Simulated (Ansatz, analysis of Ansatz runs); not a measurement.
**Migration in TiO2 (I4_1/amd): V_Ti hop (3.8 Å), charge −4**

How high is the barrier when Ti changes place in TiO2 (I4_1/amd)? The case: V_Ti hop (3.8 Å), charge −4, in a cell of 96 host atoms with 1 Ti taken out.

Calculated with Ansatz 0.2.0; plane-wave PAW DFT, PBEsol; nudged elastic band between two relaxed defect structures at fixed charge in a uniform background.

## Step 1: The starting structure

The cell holds 95 atoms: 31 Ti and 64 O. Cell: a = 10.660 Å, b = 10.660 Å, c = 9.558 Å, α = 90.0°, β = 90.0°, γ = 90.0°. It derives from TiO2 (space group I4_1/amd). Nearest the centre at fractional (0.625, 0.625, 0.500): O80 at 0.41 Å, Ti74 at 1.88 Å, Ti76 at 2.39 Å, O43 at 2.70 Å, O90 at 2.70 Å, O89 at 2.70 Å, O66 at 2.70 Å, O85 at 2.74 Å. The cell carries charge −4.

The cell's shortest repeat is 9.6 Å.

## Step 2: Relaxation of the start point, charge −4

A barrier is counted from a minimum, so both ends are relaxed first. Small random displacements break the symmetry of the ideal sites, so that the defect can distort if it gains by it. The charge of −4 is set by the electron count, and a uniform background keeps the cell neutral.

The input, qm4.start/input.yaml:

```yaml
crystal:
  lattice:
    - [7.53758642, 7.53758642, 0.0]
    - [-7.53758642, 7.53758642, 0.0]
    - [0.0, 0.0, 9.55830747]
  atoms:
    - { symbol: Ti, position: [0.0, 0.0, 0.0] }
    - { symbol: Ti, position: [0.0, 0.25, 0.5] }
[... 5 atom lines left out ...]
    - { symbol: Ti, position: [0.375, 0.375, 0.25] }
[... 3 atom lines left out ...]
    - { symbol: O, position: [0.375, 0.375, 0.45743051] }
[... 13 atom lines left out ...]
    - { symbol: Ti, position: [0.0, 0.75, 0.5] }
    - { symbol: Ti, position: [0.25, 0.5, 0.5] }
[... 3 atom lines left out ...]
    - { symbol: Ti, position: [0.375, 0.625, 0.75] }
    - { symbol: Ti, position: [0.375, 0.875, 0.25] }
[... 3 atom lines left out ...]
    - { symbol: O, position: [0.375, 0.875, 0.45743051] }
    - { symbol: O, position: [0.0, 0.5, 0.20743051] }
    - { symbol: O, position: [0.0, 0.75, 0.70743051] }
    - { symbol: O, position: [0.25, 0.5, 0.70743051] }
[... 3 atom lines left out ...]
    - { symbol: O, position: [0.375, 0.625, 0.54256949] }
[... 1 atom line left out ...]
    - { symbol: O, position: [0.0, 0.5, 0.79256949] }
    - { symbol: O, position: [0.0, 0.75, 0.29256949] }
    - { symbol: O, position: [0.25, 0.5, 0.29256949] }
    - { symbol: O, position: [0.25, 0.75, 0.79256949] }
[... 1 atom line left out ...]
    - { symbol: Ti, position: [0.5, 0.25, 0.5] }
    - { symbol: Ti, position: [0.75, 0.0, 0.5] }
[... 2 atom lines left out ...]
    - { symbol: Ti, position: [0.625, 0.375, 0.75] }
[... 1 atom line left out ...]
    - { symbol: Ti, position: [0.875, 0.375, 0.25] }
[... 3 atom lines left out ...]
    - { symbol: O, position: [0.875, 0.375, 0.45743051] }
[... 1 atom line left out ...]
    - { symbol: O, position: [0.5, 0.25, 0.70743051] }
    - { symbol: O, position: [0.75, 0.0, 0.70743051] }
[... 2 atom lines left out ...]
    - { symbol: O, position: [0.625, 0.375, 0.54256949] }
[... 2 atom lines left out ...]
    - { symbol: O, position: [0.5, 0.0, 0.79256949] }
    - { symbol: O, position: [0.5, 0.25, 0.29256949] }
    - { symbol: O, position: [0.75, 0.0, 0.29256949] }
    - { symbol: O, position: [0.75, 0.25, 0.79256949] }
[... 1 atom line left out ...]
    - { symbol: Ti, position: [0.75, 0.5, 0.5] }
[... 1 atom line left out ...]
    - { symbol: Ti, position: [0.625, 0.625, 0.25] }
    - { symbol: Ti, position: [0.625, 0.875, 0.75] }
    - { symbol: Ti, position: [0.875, 0.625, 0.75] }
    - { symbol: Ti, position: [0.875, 0.875, 0.25] }
    - { symbol: O, position: [0.625, 0.625, 0.45743051] }
[... 2 atom lines left out ...]
    - { symbol: O, position: [0.875, 0.875, 0.45743051] }
    - { symbol: O, position: [0.5, 0.5, 0.20743051] }
    - { symbol: O, position: [0.5, 0.75, 0.70743051] }
    - { symbol: O, position: [0.75, 0.5, 0.70743051] }
    - { symbol: O, position: [0.75, 0.75, 0.20743051] }
    - { symbol: O, position: [0.625, 0.625, 0.04256949] }
    - { symbol: O, position: [0.625, 0.875, 0.54256949] }
    - { symbol: O, position: [0.875, 0.625, 0.54256949] }
[... 1 atom line left out ...]
    - { symbol: O, position: [0.5, 0.5, 0.79256949] }
    - { symbol: O, position: [0.5, 0.75, 0.29256949] }
    - { symbol: O, position: [0.75, 0.5, 0.29256949] }
    - { symbol: O, position: [0.75, 0.75, 0.79256949] }
total_charge: -4
basis:
  ecutwfc: 420
  xc_grid: 2
hamiltonian:
  xc: pbesol
kpoints:
  mp_grid: { grid: [1, 1, 1], shift: [0.25, 0.25, 0.25] }
scf:
  occupations: { method: fixed }
  max_iter: 120
output:
  forces: true
relax:
  f_tol: 0.02
  max_steps: 70
  random_displacement: { amplitude: 0.03, seed: 1565 }
```

The run is started by

```
$ ansatz run input.yaml --threads 32 --pin off --max-ram 84787MiB --backend cuda --events-out ev --progress --plain --runs-dir out --max-vram 78GiB
```

Numbers of over 12 decimals in the logs are rounded to 6 here.

The program printed:

```text
[...]
Engine: ansatz 0.2.0, aarch64-unknown-linux-gnu
[...]
Pseudopotential: Ti, paw, valence charge 12, recommended cutoff 420 eV (normal), Ti.paw.azcp
Pseudopotential: O, paw, valence charge 6, recommended cutoff 420 eV (normal), O.paw.azcp
Functional definition: PBEsol
[...]
Crystal: 95 atoms, lattice volume = 1086.114 Å³
Basis set: ecut = 420 eV, 21163 PW (Γ), exchange–correlation on 144×144×128 points (8 copies of the dense FFT grid, shifted against one another)
Bands: 475, of which v1, the nominal top of the filled ones, is band 380 counted from 1 (379 counted from 0)
[...]
k-points: 1
[...]
Functional: x = pbesol(κ = 0.804, μ = 0.123457), c = pbesol(β = 0.046)
[...]
SCF 1 converged in 11 iterations: F = -112673.880103 eV  dr2 = 5.00e-6
[...]
relax step   1: F+E_penalty+E_count = -112673.88010271 eV  Δ(F+E_penalty+E_count) = +0.000e0 eV  max|allowed force component| = 4.354e0 eV/Å  Δτ_max = 0.0000 Å  (11 SCF iters, dr2 threshold 1.00e-5 eV [...]
[...]
SCF iter   2: F=—  HF=-112677.128305 eV  |F-HF|=—  |Δ(HF+E_count)|=   6.61e-2  Δρ=5.06e-3  dr2=2.85e-1  ethr=8.99e-5  ⟨swp⟩=3.0  Hψ=586  notcnv=0  defer=93
[...]
SCF iter   7: F=-112677.093857 eV  HF=-112677.093879 eV  |F-HF|=2.21e-5  |Δ(HF+E_count)|=   2.44e-5  Δρ=7.39e-5  dr2=6.72e-5  ethr=1.32e-8  ⟨swp⟩=2.0  Hψ=1432  notcnv=0
SCF 2 converged in 7 iterations: F = -112677.093857 eV  dr2 = 6.72e-5
[...]
SCF 6 converged in 8 iterations: F = -112678.230897 eV  dr2 = 2.34e-8
relax step   6: F+E_penalty+E_count = -112678.23089746 eV  Δ(F+E_penalty+E_count) = -8.478e-4 eV  max|allowed force component| = 1.160e-2 eV/Å  Δτ_max = 0.0064 Å  (8 SCF iters, accepted)
SCF converged after 8 iterations
[...]
```

The job ended after 4.3 s (1 × NVIDIA GB200 with 32 threads of Arm Neoverse V2, shared host; peak memory 1.4 GiB).

Step by step:

```
step  energy less that of the first step (eV)  largest force component (eV/Å)
   1                                   0.0000                          4.3542
   3                                  -4.2326                          0.9883
   5                                  -4.3499                          0.0428
   6                                  -4.3508                          0.0116
```

The atoms that moved most (Å, from the sites as typed, ahead of the random displacement, the mean shift of all atoms taken out):

```
atom      dx      dy      dz  length
 O93   0.000   0.001  -0.369   0.369
 O85  -0.002  -0.001   0.368   0.368
Ti77   0.000  -0.090  -0.111   0.143
Ti76  -0.089   0.000   0.112   0.143
Ti32   0.087  -0.001   0.112   0.142
Ti31  -0.001   0.085  -0.111   0.140
 O35   0.000  -0.049   0.070   0.085
 O81   0.000   0.047   0.069   0.084
```

Neighbours of Ti74 at the end:

```
atom  distance (Å)
 O80         1.812
 O90         1.943
 O66         1.944
 O94         1.976
 O60         1.991
 O86         2.037
Ti76         2.940
Ti56         3.032
Ti78         3.079
Ti54         3.079
```

Numbers from this step:

```yaml
free_energy: -112678.2309 eV
r_m_s_move_of_the_farther_half_of_the_atoms: 0.03230 Å
largest_move_from_the_ideal_geometry_of_this_structure_a_common_shift_of_the_far_atoms_taken_out: 0.3743 Å
```

The relaxation gained 4.351 eV and ended with a largest force component of 0.012 eV/Å.

## Step 3: Relaxation of the end point, charge −4

The end point is relaxed in the same cell and settings, so that the two energies compare. Atoms more than 3.2 Å from the middle of the hop start where the first relaxation left them, the nearer ones on or close to their ideal places, with small random displacements.

The input, qm4.end/input.yaml:

```yaml
crystal:
  lattice:
    - [7.53758642, 7.53758642, 0.0]
    - [-7.53758642, 7.53758642, 0.0]
    - [0.0, 0.0, 9.55830747]
  atoms:
    - { symbol: Ti, position: [-2.985e-05, -0.00068132, -0.00011122] }
    - { symbol: Ti, position: [4.925e-05, 0.25003731, 0.50016378] }
[... 40 atom lines left out ...]
    - { symbol: O, position: [0.375, 0.625, 0.54256949] }
[... 22 atom lines left out ...]
    - { symbol: O, position: [0.625, 0.375, 0.54256949] }
[... 7 atom lines left out ...]
    - { symbol: Ti, position: [0.5, 0.75, 0.5] }
[... 1 atom line left out ...]
    - { symbol: Ti, position: [0.625, 0.625, 0.25] }
[... 3 atom lines left out ...]
    - { symbol: O, position: [0.625, 0.625, 0.45743051] }
[... 4 atom lines left out ...]
    - { symbol: O, position: [0.5, 0.75, 0.70743051] }
    - { symbol: O, position: [0.75, 0.5, 0.70743051] }
    - { symbol: O, position: [0.75250788, 0.74777882, 0.20742095] }
[... 1 atom line left out ...]
    - { symbol: O, position: [0.625, 0.875, 0.54256949] }
    - { symbol: O, position: [0.875, 0.625, 0.54256949] }
[... 2 atom lines left out ...]
    - { symbol: O, position: [0.5, 0.75, 0.29256949] }
    - { symbol: O, position: [0.75, 0.5, 0.29256949] }
    - { symbol: O, position: [0.7523434, 0.75207419, 0.79270683] }
total_charge: -4
basis:
  ecutwfc: 420
  xc_grid: 2
hamiltonian:
  xc: pbesol
kpoints:
  mp_grid: { grid: [1, 1, 1], shift: [0.25, 0.25, 0.25] }
scf:
  occupations: { method: fixed }
  max_iter: 120
output:
  forces: true
relax:
  f_tol: 0.02
  max_steps: 70
  random_displacement: { amplitude: 0.01, seed: 1565 }
```

The program printed:

```text
[...]
Crystal: 95 atoms, lattice volume = 1086.114 Å³
Basis set: ecut = 420 eV, 21163 PW (Γ), exchange–correlation on 144×144×128 points (8 copies of the dense FFT grid, shifted against one another)
Bands: 475, of which v1, the nominal top of the filled ones, is band 380 counted from 1 (379 counted from 0)
[...]
k-points: 1
[...]
SCF 1 converged in 12 iterations: F = -112672.603189 eV  dr2 = 1.73e-6
[...]
relax step   1: F+E_penalty+E_count = -112672.60318923 eV  Δ(F+E_penalty+E_count) = +0.000e0 eV  max|allowed force component| = 5.510e0 eV/Å  Δτ_max = 0.0000 Å  (12 SCF iters, dr2 threshold 1.00e-5 eV [...]
[...]
SCF 2 converged in 8 iterations: F = -112676.857659 eV  dr2 = 2.02e-5
[...]
SCF 6 converged in 8 iterations: F = -112678.230759 eV  dr2 = 3.42e-8
[...]
relax step   6: F+E_penalty+E_count = -112678.23075856 eV  Δ(F+E_penalty+E_count) = -1.041e-3 eV  max|allowed force component| = 1.512e-2 eV/Å  Δτ_max = 0.0077 Å  (8 SCF iters, accepted)
SCF converged after 8 iterations
[...]
```

Elapsed: 4.6 s, on 1 × NVIDIA GB200 with 32 threads; peak memory 1.3 GiB.

Relaxation path:

```
step  energy less that of the first step (eV)  largest force component (eV/Å)
   1                                   0.0000                          5.5101
   3                                  -5.4684                          1.1124
   5                                  -5.6265                          0.0497
   6                                  -5.6276                          0.0151
```

The atoms that moved most (Å, from the sites as typed, ahead of the random displacement):

```
atom      dx      dy      dz  length
 O94   0.002   0.001  -0.371   0.371
 O86   0.000   0.000   0.366   0.366
Ti76   0.091   0.000   0.111   0.143
Ti78   0.016  -0.079  -0.115   0.141
Ti77   0.015   0.080   0.115   0.140
Ti54   0.015   0.078  -0.115   0.140
Ti31   0.015  -0.076   0.115   0.139
Ti32  -0.081   0.000  -0.101   0.129
```

Neighbours of Ti74 at the end:

```
atom  distance (Å)
 O80         1.812
 O89         1.943
 O43         1.944
 O93         1.976
 O36         1.992
 O85         2.037
Ti76         2.940
Ti32         3.031
Ti77         3.078
Ti31         3.079
```

Numbers from this step:

```yaml
free_energy: -112678.2308 eV
r_m_s_move_of_the_farther_half_of_the_atoms: 0.03211 Å
largest_move_from_the_ideal_geometry_of_this_structure_a_common_shift_of_the_far_atoms_taken_out: 0.3759 Å
```

The relaxation gained 5.628 eV and ended with a largest force component of 0.015 eV/Å. The end lies within 1 meV of the start.

(Part 1 of 3 ends here.)

[Logs are printed without paths, hosts, clocks, repeated set-up lines and the standing remarks that a program may print on its own settings, such as how far it seeks lower states.]

[Hosts, paths, dates, database ids (printed as entryN), source tags and the programs' standing remarks are cut or masked in the printed files.]
